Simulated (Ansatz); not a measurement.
## LAPW volumes and bulk moduli in simple lattices

All-electron LAPW (Ansatz 0.2.0), scalar-relativistic, no spin, Fermi–Dirac smearing 0.136 eV, k-meshes of 8 to 18 points an axis; Birch–Murnaghan fits to pressures. Some or most of these lattices are hypothetical for the element, and V0 is the minimum nearest the starting volume; lattices without a usable fit are left out; mesh and smearing are coarse, and magnetic elements are treated as non-magnetic.

```tsv
element	lattice	functional	V0 (Å³/atom)	B0 (GPa)	B′	k-points per axis
Er	bcc	LDA	28.77	25	3.4	12
Er	bcc	PBE	34.94	18.4	3.7	11
Er	diamond	LDA	23.44	38	7.8	8
Er	diamond	PBE	81.37	2.8	1.8	8
Er	diamond	PBEsol	26.49	16.7	9.9	8
Er	fcc	LDA	28.89	22	3.2	12
Er	fcc	PBE	35.78	17.0	3.2	11
Er	fcc	PBEsol	32.15	18.9	3.1	11
Er	sc	PBE	37.66	11.3	4.0	10
Er	sc	PBEsol	32.83	14.3	3.8	10
```

Give V0 and B0 for bcc Er in PBEsol.

31.62 Å³/atom and 21.2 GPa.

Give V0 and B0 for sc Er in LDA.

28.85 Å³/atom and 18.2 GPa.
